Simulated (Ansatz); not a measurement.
**MgSe (Fm-3m): charge-density difference against the sublattices**

Aim: a charge-density difference against the sublattices, for MgSe (Fm-3m), run from a script.

The COD entry's cell or inner coordinates are ideal or old and differ from later refinements, so a difference from it is no clean test against experiment.

Program: the Python package of Ansatz 0.2.0. Level of theory: DFT PBE, plane waves, PAW. These are calculated values, not measurements.

## (1) The system

The structure is cubic, space group Fm-3m (No. 225). The conventional cell has a = 5.451 Å, b = 5.451 Å, c = 5.451 Å, α = 90.00°, β = 90.00°, γ = 90.00°. Mg (site symmetry m-3m) is surrounded by 6 Se at 2.73 Å. Se (site symmetry m-3m) has 6 Mg at 2.73 Å as nearest neighbours.

No structure file is read: the coordinates are typed or built in the script.

## (2) Script

File mgse_drho.py:

```python
import warnings

import ansatz as az
import numpy as np

VECTORS = np.array([
    [0.0, 2.7255, 2.7255],
    [2.7255, 0.0, 2.7255],
    [2.7255, 2.7255, 0.0],
])
SITES = [
    ('Mg', (0.0, 0.0, 0.0)),
    ('Se', (0.5, 0.5, 0.5)),
]


def build(cell):
    crystal = az.Crystal(lattice=az.Lattice.of(cell))
    for symbol, position in SITES:
        crystal = crystal.atom(symbol, position)
    return crystal

warnings.simplefilter('ignore', az.DeckWarning)

def solve(crystal):
    return (
        crystal.calculation()
        .functional('PBE')
        .occupations(az.OccupationsMethod.FERMI_DIRAC)
        .basis(460, grid_basis='typed')
        .kpoints(6, 6, 6)
        .density()
        .run(threads=1)
    )


whole = solve(build(VECTORS))
difference = whole.density().channels[0].density_e_per_ang3.copy()
binding = whole.report['free_energy_ev']
for element in ['Mg', 'Se']:
    part = az.Crystal(lattice=az.Lattice.of(VECTORS))
    for symbol, position in SITES:
        if symbol == element:
            part = part.atom(symbol, position)
    alone = solve(part)
    difference -= alone.density().channels[0].density_e_per_ang3
    binding -= alone.report['free_energy_ev']
    print(f'{element} sublattice: {alone.report["n_electrons"]:g} electrons, {alone.report["n_iterations"]} iterations')

voxel = abs(np.linalg.det(VECTORS)) / difference.size
print(f'energy of the crystal less its unpolarised sublattices: {binding / len(SITES):.4f} eV/atom')
print(f'net charge of the difference {difference.sum() * voxel:.5f} e, charge moved {0.5 * np.abs(difference).sum() * voxel:.3f} e')
print(f'extremes {difference.min():.4f} and {difference.max():.4f} e/A^3')
for (symbol, position) in SITES:
    index = tuple(int(round(p * n)) % n for p, n in zip(position, difference.shape))
    print(f'  change of the pseudo-density at the grid point nearest {symbol}: {difference[index]:+.4f} e/A^3')
profile = difference.mean(axis=(0, 1))
print('planar mean along the third vector:', np.round(profile[:: max(len(profile) // 12, 1)], 4))
```

## (3) What the engine is handed

The package turns the script's settings into the engine's input (first run):

```yaml
crystal:
  lattice:
    - [0.0, 2.7255, 2.7255]
    - [2.7255, 0.0, 2.7255]
    - [2.7255, 2.7255, 0.0]
  atoms:
    - { symbol: Mg, position: [0.0, 0.0, 0.0] }
    - { symbol: Se, position: [0.5, 0.5, 0.5] }
basis:
  ecutwfc: 460.0
  fft_grid_basis: typed
kpoints:
  mp_grid:
    grid: [6, 6, 6]
hamiltonian:
  xc: pbe
scf:
  occupations:
    method: fermi_dirac
output:
  write_density: true
```

## (4) Launch

Command:

```
python mgse_drho.py
```

The program printed:

```text
Mg sublattice: 10 electrons, 6 iterations
Se sublattice: 16 electrons, 10 iterations
energy of the crystal less its unpolarised sublattices: -2.4165 eV/atom
net charge of the difference -0.00000 e, charge moved 0.453 e
extremes -0.1032 and 0.0760 e/A^3
  change of the pseudo-density at the grid point nearest Mg: -0.0158 e/A^3
  change of the pseudo-density at the grid point nearest Se: -0.0911 e/A^3
planar mean along the third vector: [-0.0171 -0.0137 -0.0051  0.0042  0.0096  0.0086  0.0043  0.0028  0.0065
  0.0098  0.0077 -0.0002 -0.0098 -0.0162]
```

It took 2 s on 1 thread of Arm Neoverse V2, shared host; peak memory 0.34 GiB.

## (5) Inputs of later runs

The engine's inputs for the other runs:

Run 2, against run 1:

```diff
@@ -8 +7,0 @@
-    - { symbol: Se, position: [0.5, 0.5, 0.5] }
```

Run 3, against run 1:

```diff
@@ -7 +6,0 @@
-    - { symbol: Mg, position: [0.0, 0.0, 0.0] }
```

## (6) What each run gave

From the records of these 3 runs:

```csv
run,system,energy (eV/atom),volume (Å³/atom),SCF cycles,CPU time (s)
1,MgSe (2 atoms),-3697.6754,20.25,6,0.6
2,Mg (1 atom),-1923.2375,40.49,6,0.3
3,Se (1 atom),-5467.2803,40.49,10,0.57
```

Energies are free energies F = E - TS of the smeared occupations. Totals carry meaning only in balanced differences at one level of theory.

## (7) Outcome

| quantity | value |
| --- | --- |
| charge moved | 0.453 e |
| crystal less its sublattices | -2.4165 eV/atom |
| runs compared | 3 |

All 3 runs converged (6 to 10 cycles). Caveats:
- Of the deposited cell: the entry's cell lengths or inner coordinates differ somewhat from later room-temperature determinations.
- Grid values close to the nuclei reflect the PAW or pseudopotential construction, not the all-electron fields.
- Charge moved counts every rearrangement, bonding and polarisation too, and is no transfer between atoms; the bare sublattices are artificial references.
